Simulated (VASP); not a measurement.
## Al2O3: single point with PBE

Al2O3, a sheet with vacuum:

```
Al O
1.0
     2.88753    0.00000    0.00000
    -1.44376    2.50067    0.00000
     0.00000    0.00000   32.03512
Al O
2 3
Direct
  0.33333 0.66667 0.29270
  0.66667 0.33333 0.20675
  0.00000 0.00000 0.24973
  0.33333 0.66667 0.18548
  0.66667 0.33333 0.31397
```

The cell was built by a generator and needn't be a form met in nature.

```json
{
  "Program": "VASP 6.6.1",
  "Task": "single point",
  "Functional": "PBE",
  "Potentials or basis": "VASP PAW PBE potentials, release 64 (Al, O)",
  "Cutoff": "520 eV",
  "k mesh": "12 × 12 × 1",
  "Occupations": "gaussian, width 0.02 eV",
  "Spin": "no spin polarisation"
}
```

The largest force is 0.039 eV/Å and the band gap on the k mesh is 5.07 eV, indirect (least direct gap 5.32 eV).

Forces in eV/Å, atoms in the order of the input:
```
Al   0.000  0.000  0.039
Al   0.000  0.000 -0.039
O    0.000  0.000  0.000
O    0.000  0.000  0.029
O    0.000  0.000 -0.029
```

Levels at points of the mesh, in eV from the valence-band top:
| k point | band 9 | band 10 | band 11 | band 12 | band 13 | band 14 | band 15 | band 16 |
| --- | --- | --- | --- | --- | --- | --- | --- | --- |
| (0.00, 0.00, 0.00) | -1.19 | -0.61 | -0.61 | -0.25 | 5.07 | 7.35 | 7.71 | 8.43 |
| (0.50, 0.00, 0.00) | -1.90 | -1.23 | -1.05 | -0.19 | 7.07 | 8.96 | 10.19 | 11.46 |

It took 120 s on 1 thread of Intel(R) Xeon(R) Platinum 8259CL CPU @ 2.50GHz (Skylake/Cascade Lake), on a shared host, peak memory 0.4 GiB.

As with any semilocal functional, this PBE gap is likely too small.
